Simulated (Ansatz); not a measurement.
A series in volume per atom on ZnSe

Periodic Kohn-Sham DFT of a crystal at fixed atoms; pressure and stress are positive in compression; the energy is the free energy less that of spherical unpolarised free atoms; site moments are those in the method's own spheres, positive along +z. The results are calculated, by Ansatz 0.2.0.

Cell of the first row (space group F-43m, No. 216):
```
ZnSe
1.0
      0.0000     2.7760     2.7760
      2.7760     0.0000     2.7760
      2.7760     2.7760     0.0000
Zn Se
1 1
Direct
  0.00000 0.00000 0.00000
  0.75000 0.75000 0.75000
```

Settings of every row: method all-electron PAW; functional PBE; relativity scalar; k mesh 8x8x8; filling fermi-dirac; smearing width 0.03 eV; nucleus gaussian.

Atom start moment: 0 on all atoms.

```
row  volume per atom (Å³)  pressure (GPa)
  1                21.391               ?
  2                21.846           5.068
  3                22.301           3.515
  4                22.529           2.798
  5                22.757            2.12
  6                22.984           1.477
  7                23.212           0.868
  8                23.667          -0.258
```

Question: what pressure should row 1 give?

Worked fit of pressure. Take u = (V_r/V)^(2/3) − 1 with V_r = 22.757 Å³ an atom, which is twice the finite (Eulerian) strain; such expansions in the strain, on which the Birch-Murnaghan equation of state is built, carry the rest volume and the bulk modulus. The shown rows have u = 0.02761, 0.01359, 0.00674, 0, -0.0066, -0.01311, -0.0258. Least squares give pressure = 2.1189 + 98.945 × u + 274.17 × u² + 389 × u³ GPa; a parabola predicts inner rows, each left out in turn, worse (root mean square 0.0023 against 0.00089 GPa). The rows lie off it by 0.000, 0.000, 0.000, 0.001, -0.001, 0.000, 0.000. The pressure vanishes at u = -0.0228, or V = 23.56 Å³ an atom, and there the bulk modulus at fixed shape and fractions is B = −V dP/dV = (2/3)(1 + u) dP/du = 56.7 GPa. The withheld row has u = 0.04213, so the fit gives 2.1189 + 98.945 × (0.04213) + 274.17 × (0.04213)² + 389 × (0.04213)³ = 6.803 GPa.

The calculation gave 6.8 GPa. The fit lies 0.003 GPa (0.043 % of the column's range) above it; its largest miss of a shown row is 0.001 GPa. This row lies beyond the range of the fit.
